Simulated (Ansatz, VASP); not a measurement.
**Al in VASP and in Ansatz**

```xyz
1
Lattice="-1.4739 1.4739 1.8443 1.4739 -1.4739 1.8443 1.4739 1.4739 -1.8443" Properties=species:S:1:pos:R:3 pbc="T T T"
Al    0.0000    0.0000    0.0000
```

Alike in both runs: task single point; functional PBE; k mesh 22 × 22 × 22; occupations gaussian, width 0.15 eV; no spin polarisation.

|  | VASP | Ansatz |
| --- | --- | --- |
| version | VASP 6.6.1 | Ansatz 0.2.0 |
| potentials or method | VASP PAW PBE potentials, release 64 (Al) | scalar-relativistic, plane waves, PAW |
| plane-wave cutoff (eV) | 520 | 420 |
| valence electrons in the cell | 3 | 3 |

Ansatz gave:

* gap on the k mesh at the Fermi level (eV): none
* pressure (GPa): 3.2
* largest component of the traceless stress (GPa): 4.24

Question: What did VASP give for the same quantities?

Answer: gap on the k mesh at the Fermi level (eV): none; pressure (GPa): 3.2; largest component of the traceless stress (GPa): 4.26.

A gap of «none» marks a metal or a gap that the smearing closes. With one functional, cell and mesh, what is left measures potentials, basis and numerics.
